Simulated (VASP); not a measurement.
# Ti (Pm-3m) in VASP: further runs

One crystal, Ti, is run at these levels: PBEsol; tasks: single point.

Program: VASP 6.6.1. These are calculated values, not measurements. Logs are shortened: lines on timing, memory, paths and dates and some standing lists are left out, and cuts for length are marked.

### Step 1. The crystal as given

It takes space group Pm-3m (No. 221, cubic). Conventional cell: a = 2.558 Å, b = 2.558 Å, c = 2.558 Å, α = 90.00°, β = 90.00°, γ = 90.00°. Around Ti (site symmetry m-3m) lie 6 Ti at 2.56 Å.

This isn't the form of Ti at room conditions, which is hcp.

### Step 2. Single point, PBEsol

The input, INCAR:

```
PREC     = Accurate       # precision mode
ENCUT    = 520            # plane-wave cutoff, eV
EDIFF    = 1E-6           # SCF threshold, eV
ISMEAR   = 0              # smearing method
SIGMA    = 0.15           # smearing width, eV
LREAL    = F              # projectors in reciprocal space
LASPH    = T              # aspherical terms in the spheres
NELM     = 100            # most SCF steps
ALGO     = Fast           # electronic algorithm
ISIF     = 2              # what is computed and relaxed
LWAVE    = F              # write WAVECAR
LCHARG   = T              # write CHGCAR
GGA      = PS             # functional
LELF     = T              # ELF
LVHAR    = T            
NBANDS   = 12             # bands
```

The input, KPOINTS:

```
Automatic mesh
0
Gamma
  22 22 22
```

The input, POSCAR:

```
Ti
1.0
   -0.8525465771      1.7050931542      1.7050931542
    1.7050931542     -0.8525465771      1.7050931542
    1.7050931542      1.7050931542     -0.8525465771
Ti
1
Direct
    0.0000000000      0.0000000000      0.0000000000
```

Potentials or basis: VASP PAW PBE potentials, release 64 (Ti_sv).

The run is started by

```
$ cat potpaw_PBE.64/Ti_sv/POTCAR > POTCAR
$ mpirun -np 1 vasp_std > vasp.out
```

OUTCAR:

```text
PREC = Accurate
   ENCUT = 520
   EDIFF = 1E-6
   ISMEAR = 0
   LREAL = F
   LASPH = T
   NELM = 100
   ISIF = 2
   GGA = PS

 ion  position               nearest neighbor table
   1  0.000  0.000  0.000-

  LATTYP: Found a simple cubic cell.
 ALAT       =     2.5576397313

  Lattice vectors:

 A1 = (  -0.8525465771,   1.7050931542,   1.7050931542)
 A2 = (   1.7050931542,  -0.8525465771,   1.7050931542)
 A3 = (   1.7050931542,   1.7050931542,  -0.8525465771)

Analysis of symmetry for initial positions (statically):
=====================================================================
 Subroutine PRICEL returns:
 Original cell was already a primitive cell.

 Routine SETGRP: Setting up the symmetry group for a
 simple cubic supercell.

 Subroutine GETGRP returns: Found 48 space group operations
 (whereof 48 operations were pure point group operations)
 out of a pool of 48 trial point group operations.

The static configuration has the point symmetry O_h .

Analysis of symmetry for dynamics (positions and initial velocities):
=====================================================================
 Subroutine PRICEL returns:
 Original cell was already a primitive cell.

 Routine SETGRP: Setting up the symmetry group for a
 simple cubic supercell.

 Subroutine GETGRP returns: Found 48 space group operations
 (whereof 48 operations were pure point group operations)
 out of a pool of 48 trial point group operations.

The dynamic configuration has the point symmetry O_h .

 Subroutine INISYM returns: Found 48 space group operations
 (whereof 48 operations are pure point group operations),
 and found     1 'primitive' translations

----------------------------------------------------------------------------------------

                                     Primitive cell

  volume of cell :      16.7309

  direct lattice vectors                    reciprocal lattice vectors
    -0.852546577  1.705093154  1.705093154    -0.130328494  0.260656987  0.260656987
     1.705093154 -0.852546577  1.705093154     0.260656987 -0.130328494  0.260656987
     1.705093154  1.705093154 -0.852546577     0.260656987  0.260656987 -0.130328494

[... 84 lines left out ...]
   NSW    =      0    number of steps for IOM
   IBRION =     -1    ionic relax: 0-MD 1-quasi-New 2-CG
   NFREE  =      0    steps in history (QN), initial steepest desc. (CG)
   ISIF   =      2    stress and relaxation
   ISYM   =      2    0-nonsym 1-usesym 2-fastsym
   POTIM  = 0.5000    time-step for ionic-motion
   TEBEG  =    0.0;   TEEND  =   0.0 temperature during run
   PSTRESS=    0.0 pullay stress
   NELECT =      12.0000    total number of electrons
   NUPDOWN=      -1.0000    fix difference up-down
   EMIN   =  10.00;   EMAX   =-10.00  energy-range for DOS
   EFERMI =   0.00;   METHOD = LEGACY
   ISMEAR =     0;   SIGMA  =   0.15  broadening in eV -4-tet -1-fermi 0-gaus
   EFERMI_NEDOS =   21; number of points for ismear=-14 and -15
   IALGO  =     68    algorithm
   IMIX   =      4    mixing-type and parameters
     AMIX     =   0.40;   BMIX     =  1.00
     AMIX_MAG =   1.60;   BMIX_MAG =  1.00
  volume/ion in A,a.u.               =      16.73       112.91
  Fermi-wavevector in a.u.,A,eV,Ry     =   1.465421  2.769245 29.217967  2.147460
  Thomas-Fermi vector in A             =   2.581280
   LORBIT       =      0    0 simple, 1 ext, 2 COOP (PROOUT), +10 PAW based schemes
   GGA     = PS    functional components
   LHFCALC =     F    Hartree Fock is set to
   AEXX    =    0.0000 exact exchange contribution
   IVDW    =     0    specifies the selected vdW correction
   LEPSILON=     F    determine dielectric tensor
   LRPA    =     F    only Hartree local field effects (RPA)
 non-spin polarized calculation
 RMM-DIIS sequential band-by-band and
 Gauss-broadening in eV      SIGMA  =   0.15
  energy-cutoff  :      520.00
  volume of cell :       16.73
 maximum number of plane-waves:       468
 NGX is ok and might be reduce to    20

 number of electron      12.0000010 magnetization

 Free energy of the ion-electron system (eV)
  ---------------------------------------------------
  ext. energy  EPLUGINS =         0.00000000
  ---------------------------------------------------
  free energy    TOTEN  =        -7.50480950 eV

  energy without entropy =       -7.48289651  energy(sigma->0) =       -7.49385301

 E-fermi :   8.3992     XC(G=0): -11.7144

 val. band max:        8.3968589264   @ k =   0.5000   0.5000   0.0455
 cond. band min:       8.3998327845   @ k =   0.2273   0.1818   0.0455
 fundamental gap:      0.0029738581
 Fermi energy:         8.3991736338

 k-point     1 :       0.0000    0.0000    0.0000
  band No.  band energies     occupation
      1     -47.8503      2.00000
      2     -23.5778      2.00000
      3     -23.5778      2.00000
      4     -23.5778      2.00000
      5       2.4905      2.00000
      6       6.9111      2.00000
      7       6.9111      2.00000
      8      12.7394      0.00000
      9      12.7394      0.00000
     10      12.7394      0.00000
     11      25.1066      0.00000
     12      25.1066      0.00000
[... 331 lines left out ...]
 k-point    24 :       0.0909    0.0909    0.0000
  band No.  band energies     occupation
      1     -47.8225      2.00000
      2     -23.6714      2.00000
      3     -23.6588      2.00000
      4     -23.5614      2.00000
      5       2.9510      2.00000
      6       7.0872      2.00000
      7       7.2148      2.00000
      8      12.3160      0.00000
      9      12.5081      0.00000
     10      12.5962      0.00000
     11      23.8252      0.00000
     12      23.9045      0.00000

 [... further k-points ...]

------------------------ aborting loop because EDIFF is reached ----------------------------------------

  FORCE on cell =-STRESS in cart. coord.  units (eV):
  Direction    XX          YY          ZZ          XY          YZ          ZX
  --------------------------------------------------------------------------------------
  -------------------------------------------------------------------------------------
  Total        0.1947031      0.1947031      0.1947031      0.0000000      0.0000000      0.0000000
  in kB       18.6451237     18.6451237     18.6451237      0.0000000      0.0000000      0.0000000
  external PRESSURE =      18.6451237 kB  Pullay stress =       0.0000000 kB

 VOLUME and BASIS-vectors are now :
 -----------------------------------------------------------------------------
  energy-cutoff  :      520.00
  volume of cell :       16.73
      direct lattice vectors                 reciprocal lattice vectors
    -0.852546577  1.705093154  1.705093154    -0.130328494  0.260656987  0.260656987
     1.705093154 -0.852546577  1.705093154     0.260656987 -0.130328494  0.260656987
     1.705093154  1.705093154 -0.852546577     0.260656987  0.260656987 -0.130328494

 POSITION                                       TOTAL-FORCE (eV/Angst)
 -----------------------------------------------------------------------------------
      0.00000      0.00000      0.00000         0.000000     -0.000000      0.000000
 -----------------------------------------------------------------------------------
    total drift:                                0.000000     -0.000000     -0.000000

  FREE ENERGIE OF THE ION-ELECTRON SYSTEM (eV)
  ---------------------------------------------------
  free  energy   TOTEN  =        -7.5048094982 eV

  energy  without entropy=       -7.4828965148  energy(sigma->0) =       -7.49385301
```

OSZICAR:

```text
N       E                     dE             d eps       ncg     rms          rms(c)
DAV:   1     0.884896669986E+02    0.88490E+02   -0.65516E+03  8752   0.121E+03
DAV:   2    -0.385251012781E+01   -0.92342E+02   -0.89375E+02  8940   0.296E+02
DAV:   3    -0.806367155300E+01   -0.42112E+01   -0.40934E+01 11784   0.651E+01
[... 12 lines left out ...]
RMM:  16    -0.750479646779E+01   -0.90796E-05   -0.78449E-05 10949   0.440E-02    0.864E-02
RMM:  17    -0.750480094774E+01   -0.44800E-05   -0.39871E-05  9848   0.314E-02    0.881E-02
RMM:  18    -0.750480388515E+01   -0.29374E-05   -0.24075E-05  9678   0.247E-02    0.878E-02
RMM:  19    -0.750480706850E+01   -0.31834E-05   -0.14044E-05  9080   0.207E-02    0.942E-02
RMM:  20    -0.750480962219E+01   -0.25537E-05   -0.96481E-06  9472   0.211E-02    0.102E-01
RMM:  21    -0.750480949816E+01    0.12403E-06   -0.71294E-06  9025   0.203E-02
   1 F= -.75048095E+01 E0= -.74938530E+01  d E =-.219130E-01
```

It took 54 s on 1 thread of Intel Xeon Platinum 8488C (Sapphire Rapids), shared host; peak memory 0.18 GiB.

What came out:

| Item | Value |
| --- | --- |
| Free energy | -7.5048 eV |
| Pressure | 1.9 GPa |
| Band gap on the k mesh | none (metal or under the smearing width) |

Caveat: the PAW data sets were made with another functional, which shifts forces and pressure a little.

### Step 3. Single point, PBEsol

This run uses another cell than the first one, of the same volume but with other edges.

The input, INCAR:

```
SYSTEM = Ti
PREC = Accurate
ENCUT = 520
EDIFF = 1E-6
ISMEAR = 0
SIGMA = 0.15
LREAL = .False.
LASPH = .True.
NELM = 100
ALGO = Fast
ISIF = 2
LWAVE = .False.
LCHARG = .True.
GGA = PS
LELF = .True.
LVHAR = .True.
NBANDS = 12
```

The input, KPOINTS:

```
regular mesh
0
Gamma
  22 22 22
  0 0 0
```

The input, POSCAR:

```
Ti
1.0
    1.0741413785      2.6853534462      2.6853534462
    2.6853534462      1.0741413785      2.6853534462
    2.6853534462      2.6853534462      1.0741413785
Ti
1
Direct
    0.0000000000      0.0000000000      0.0000000000
```

Potentials or basis: VASP PAW PBE potentials, release 64 (Ti_sv).

The run is started by

```
$ cat potpaw_PBE.64/Ti_sv/POTCAR > POTCAR
$ mpirun -np 1 vasp_std > vasp.out
```

OUTCAR:

```text
SYSTEM = Ti
   PREC = Accurate
   ENCUT = 520
   EDIFF = 1E-6
   ISMEAR = 0
   LREAL = .False.
   LASPH = .True.
   NELM = 100
   ISIF = 2
   GGA = PS

 ion  position               nearest neighbor table
   1  0.000  0.000  0.000-

  LATTYP: Found a trigonal (rhomboedric) cell.
 ALAT       =     3.9466474333
 COS(alpha) =     0.8333333333

  Lattice vectors:

 A1 = (   1.0741413785,   2.6853534462,   2.6853534462)
 A2 = (   2.6853534462,   1.0741413785,   2.6853534462)
 A3 = (   2.6853534462,   2.6853534462,   1.0741413785)
[... 541 lines left out ...]
     12      20.8448      0.00000

 [... further k-points ...]

------------------------ aborting loop because EDIFF is reached ----------------------------------------

  FORCE on cell =-STRESS in cart. coord.  units (eV):
  Direction    XX          YY          ZZ          XY          YZ          ZX
  --------------------------------------------------------------------------------------
  -------------------------------------------------------------------------------------
  Total        2.8184478      2.8184478      2.8184478     -2.8184688     -2.8184688     -2.8184688
  in kB      269.8997431    269.8997431    269.8997431   -269.9017531   -269.9017531   -269.9017531
  external PRESSURE =     269.8997431 kB  Pullay stress =       0.0000000 kB

 VOLUME and BASIS-vectors are now :
 -----------------------------------------------------------------------------
  energy-cutoff  :      520.00
  volume of cell :       16.73
      direct lattice vectors                 reciprocal lattice vectors
     1.074141379  2.685353446  2.685353446    -0.362046279  0.258604485  0.258604485
     2.685353446  1.074141379  2.685353446     0.258604485 -0.362046279  0.258604485
     2.685353446  2.685353446  1.074141379     0.258604485  0.258604485 -0.362046279

 POSITION                                       TOTAL-FORCE (eV/Angst)
 -----------------------------------------------------------------------------------
      0.00000      0.00000      0.00000         0.000000      0.000000      0.000000
 -----------------------------------------------------------------------------------
    total drift:                               -0.000000     -0.000000     -0.000000

  FREE ENERGIE OF THE ION-ELECTRON SYSTEM (eV)
  ---------------------------------------------------
  free  energy   TOTEN  =        -6.5202856022 eV

  energy  without entropy=       -6.5150624961  energy(sigma->0) =       -6.51767405
```

OSZICAR:

```text
N       E                     dE             d eps       ncg     rms          rms(c)
DAV:   1     0.957447428994E+02    0.95745E+02   -0.66475E+03 24644   0.123E+03
DAV:   2    -0.200555533910E+01   -0.97750E+02   -0.93604E+02 25276   0.302E+02
DAV:   3    -0.660198661861E+01   -0.45964E+01   -0.44395E+01 31740   0.686E+01
DAV:   4    -0.672438169611E+01   -0.12240E+00   -0.12224E+00 28180   0.985E+00
DAV:   5    -0.672731559550E+01   -0.29339E-02   -0.29338E-02 29944   0.136E+00    0.133E+01
RMM:   6    -0.653372187528E+01    0.19359E+00   -0.26864E-01 29681   0.635E+00    0.639E+00
RMM:   7    -0.650675004043E+01    0.26972E-01   -0.20157E-01 32264   0.506E+00    0.104E+00
RMM:   8    -0.651702521197E+01   -0.10275E-01   -0.50793E-02 35253   0.246E+00    0.424E-01
RMM:   9    -0.651980114895E+01   -0.27759E-02   -0.19730E-02 36766   0.154E+00    0.296E-01
RMM:  10    -0.652002644407E+01   -0.22530E-03   -0.52185E-03 36198   0.796E-01    0.661E-02
RMM:  11    -0.652020674849E+01   -0.18030E-03   -0.19388E-03 39788   0.457E-01    0.187E-02
RMM:  12    -0.652025172675E+01   -0.44978E-04   -0.47077E-04 39622   0.162E-01    0.336E-02
RMM:  13    -0.652027184454E+01   -0.20118E-04   -0.14111E-04 37642   0.927E-02    0.250E-02
RMM:  14    -0.652027673445E+01   -0.48899E-05   -0.63763E-05 36277   0.684E-02    0.138E-02
RMM:  15    -0.652028093333E+01   -0.41989E-05   -0.32165E-05 32714   0.445E-02    0.667E-03
RMM:  16    -0.652028328794E+01   -0.23546E-05   -0.18102E-05 29746   0.333E-02    0.374E-04
RMM:  17    -0.652028472012E+01   -0.14322E-05   -0.10914E-05 25630   0.221E-02    0.506E-04
RMM:  18    -0.652028560224E+01   -0.88212E-06   -0.70915E-06 22912   0.163E-02
   1 F= -.65202856E+01 E0= -.65176740E+01  d E =-.522311E-02
```

stdout:

```text
POSCAR found type information on POSCAR Ti
 POSCAR found :  1 types and       1 ions
 scaLAPACK will be used
 -----------------------------------------------------------------------------
|                                                                             |
|                                                                             |
|     You enforced a specific xc type in the INCAR file but a different       |
|     I HOPE YOU KNOW WHAT YOU ARE DOING!                                     |
|                                                                             |
 -----------------------------------------------------------------------------

 LDA part: xc-table for (Slater+PW92), standard interpolation
 POSCAR, INCAR and KPOINTS ok, starting setup
 FFT: planning ... GRIDC
 FFT: planning ... GRID_SOFT
 FFT: planning ... GRID
 WAVECAR not read
 entering main loop
WARNING in EDDRMM: call to ZHEGV failed, returncode =   6  3      7
WARNING in EDDRMM: call to ZHEGV failed, returncode =   8  4     10
WARNING in EDDRMM: call to ZHEGV failed, returncode =   6  3      9
WARNING in EDDRMM: call to ZHEGV failed, returncode =   8  4     11
WARNING in EDDRMM: call to ZHEGV failed, returncode =   6  3      6
WARNING in EDDRMM: call to ZHEGV failed, returncode =   8  4      5
WARNING in EDDRMM: call to ZHEGV failed, returncode =   6  3     11
WARNING in EDDRMM: call to ZHEGV failed, returncode =   6  3      5
WARNING in EDDRMM: call to ZHEGV failed, returncode =   6  3      5
WARNING in EDDRMM: call to ZHEGV failed, returncode =   8  4      5
WARNING in EDDRMM: call to ZHEGV failed, returncode =   6  3      9
```

Wall time 7 min (1 thread of Intel Xeon Platinum 8488C (Sapphire Rapids), shared host); peak memory 0.34 GiB.

What came out:

```yaml
Free_energy: -6.5203 eV
Pressure: 27.0 GPa
Band_gap_on_the_k_mesh: none (metal or under the smearing width)
```

Stress tensor (GPa, compression positive):
```
 26.99 -26.99 -26.99
-26.99  26.99 -26.99
-26.99 -26.99  26.99
```

Caveat: so large a pressure means that the cell lies far from this level's equilibrium, or that cutoff or potentials fall short; the potentials were made for another functional, which shifts forces and pressure.

### Step 4. Single point, PBEsol

This run uses another cell than the first one, of the same volume but with other edges.

The input, INCAR:

```
SYSTEM = Ti
ALGO     = Fast           ! electronic algorithm
EDIFF    = 1E-7           ! SCF threshold, eV
ENCUT    = 520            ! plane-wave cutoff, eV
GGA      = PS             ! functional
ISIF     = 2              ! what is computed and relaxed
ISMEAR   = 0              ! smearing method
LASPH    = .True.         ! aspherical terms in the spheres
LCHARG   = .True.         ! write CHGCAR
LELF     = .True.         ! ELF
LREAL    = .False.        ! projectors in reciprocal space
LVHAR    = .True.       
LWAVE    = .False.        ! write WAVECAR
NBANDS   = 12             ! bands
NELM     = 100            ! most SCF steps
PREC     = Accurate       ! precision mode
SIGMA    = 0.15           ! smearing width, eV
```

The input, KPOINTS:

```
k-points
0
Gamma
  22 22 22
  0 0 0
```

The input, POSCAR:

```
Ti
1.0
   -0.4399297452      1.8355689370      1.8355689370
    1.8355689370     -0.4399297452      1.8355689370
    1.8355689370      1.8355689370     -0.4399297452
Ti
1
Direct
    0.0000000000      0.0000000000      0.0000000000
```

The run is started by

```
$ cat potpaw_PBE.64/Ti_sv/POTCAR > POTCAR
$ mpirun -np 1 vasp_std > vasp.out
```

Run time: 3.4 min. Hardware: 1 thread of Intel Xeon Platinum 8488C (Sapphire Rapids), shared host; peak memory 0.3 GiB.

It converged, with:

* Free energy: -7.9200 eV
* Pressure: 0.6 GPa
* Band gap on the k mesh: none (metal or under the smearing width)

Stress tensor (GPa, compression positive):
```
0.64 7.84 7.84
7.84 0.64 7.84
7.84 7.84 0.64
```

Levels at points of the mesh, in eV from the Fermi level:
```
           k point  band 2  band 3  band 4  band 5  band 6  band 7  band 8  band 9  band 10  band 11
(0.00, 0.00, 0.00)  -32.04  -32.04  -31.77   -5.89   -0.53   -0.53    3.56    3.63     3.63    15.32
(0.50, 0.00, 0.00)  -32.91  -32.00  -31.84   -2.24   -0.31    0.23    2.84    3.42     3.56     8.30
(0.50, 0.50, 0.00)  -32.87  -32.60  -31.90   -2.67   -1.09    3.35    3.57    3.87     5.24     8.82
(0.50, 0.50, 0.50)  -32.90  -32.45  -32.45   -2.32   -0.12   -0.12    5.11    5.11     5.16    12.15
```

Caveat: the PAW data sets were made with another functional, which shifts forces and pressure a little.

### Step 5. Overview

```csv
cell,further INCAR settings,gap on the mesh (eV),pressure (GPa)
"Pm-3m, 16.73 Å³/atom",ALGO = Fast; EDIFF = 1e-06; NBANDS = 12,none,1.9
"R-3m, 16.73 Å³/atom",ALGO = Fast; EDIFF = 1e-06; NBANDS = 12,none,27.0
"R-3m, 16.73 Å³/atom",ALGO = Fast; EDIFF = 1e-07; NBANDS = 12,none,0.6
```

Alike in all rows: task single point; level PBEsol; potentials or basis VASP PAW PBE potentials, release 64 (Ti_sv); no spin polarisation; k mesh 22 × 22 × 22; cutoff (eV) 520; smearing gaussian 0.15 eV.

Every run on the cell as given and a fine mesh finds a metal.

Caveats: the PAW data sets were made with another functional, which shifts forces and pressure a little (some runs); so large a pressure means that the cell lies far from this level's equilibrium, or that cutoff or potentials fall short (some runs); the potentials were made for another functional, which shifts forces and pressure (some runs).

Absolute energies hang on the potentials; compare differences alone.
